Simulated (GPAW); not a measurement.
Set up this calculation in GPAW 26.7.0, as an ASE script.

| Quantity | Value |
| --- | --- |
| Task | band structure |
| Functional | LDA |
| Potentials or basis | the program's PAW data sets (release 1.2.1) made for this functional |
| Cutoff | 600 eV |
| Basis | pw |
| k mesh | 6 × 6 × 4 |
| Occupations | fermi-dirac, width 0.05 eV |
| Spin | no spin polarisation |
| Maxiter | 150 |
| Band path | GMKGALHA,LM,KH |
| Band points | 100 |

TePt:

```
Pt Te
1.0
     4.26288    0.00000    0.00000
    -2.13144    3.69176    0.00000
     0.00000    0.00000    5.66177
Pt Te
2 2
Direct
  0.00000 0.00000 0.00000
  0.00000 0.00000 0.50000
  0.33333 0.66667 0.25000
  0.66667 0.33333 0.75000
```

Measurements of this composition are mostly on another form, of space group No. 166.

These files were run (other wordings do the same):

run.py

```python
from ase import Atoms
from ase.dft.bandgap import bandgap
from ase.io import write
from ase.units import GPa
from gpaw import GPAW, PW

atoms = Atoms(['Pt', 'Pt', 'Te', 'Te'],
              cell=[[4.2628798384, 0.0, 0.0],
                    [-2.1314399192, 3.6917622333, 0.0],
                    [0.0, 0.0, 5.661771]],
              scaled_positions=[[0.0, 0.0, 0.0],
                                [0.0, 0.0, 0.5],
                                [0.3333333333, 0.6666666667, 0.25],
                                [0.6666666667, 0.3333333333, 0.75]],
              pbc=True)

calc = GPAW(mode=PW(600),
            xc='LDA',
            kpts={'size': (6, 6, 4), 'gamma': True},
            occupations={'name': 'fermi-dirac', 'width': 0.05},
            nbands=39,
            convergence={'density': 1e-05, 'energy': 1e-05},
            maxiter=150,
            txt='gpaw.txt')
atoms.calc = calc
energy = atoms.get_potential_energy()
forces = atoms.get_forces()
stress = atoms.get_stress()
calc.write('gs.gpw')
write('result.traj', atoms)
print(f'Energy: {energy:.6f} eV')
print('Forces (eV/A):')
print(forces.round(4))
print('Stress (GPa):', (stress / GPa).round(3))
print('Fermi level:', round(calc.get_fermi_level(), 4), 'eV')
print(f'Gap: {bandgap(calc)[0]:.4f} eV, direct: {bandgap(calc, direct=True)[0]:.4f} eV')

path = atoms.cell.bandpath('GMKGALHA,LM,KH', npoints=100, eps=1e-4)
bs_calc = calc.fixed_density(kpts=path, symmetry='off', nbands=58,
                             convergence={'bands': 'CBM+6.0', 'eigenstates': 1e-6}, txt='bands.txt')
bs = bs_calc.band_structure()
bs.write('bs.json')
print(f'Gap on the path: {bandgap(bs_calc)[0]:.4f} eV')
```

Potentials or basis: the program's PAW data sets (release 1.2.1) made for this functional, pw.

Launch:

```sh
$ OMP_NUM_THREADS=1 python run.py
```

Results of the run:

```json
{"Pressure": "-8.2 GPa", "Band gap along the path": "none (metal or under the smearing width)"}
```

Caveat: spin-orbit coupling is left out, which moves the levels of the heavy elements.

Wall time 3.1 min on 1 thread of Arm Neoverse V2, on a shared host, peak memory 0.6 GiB.
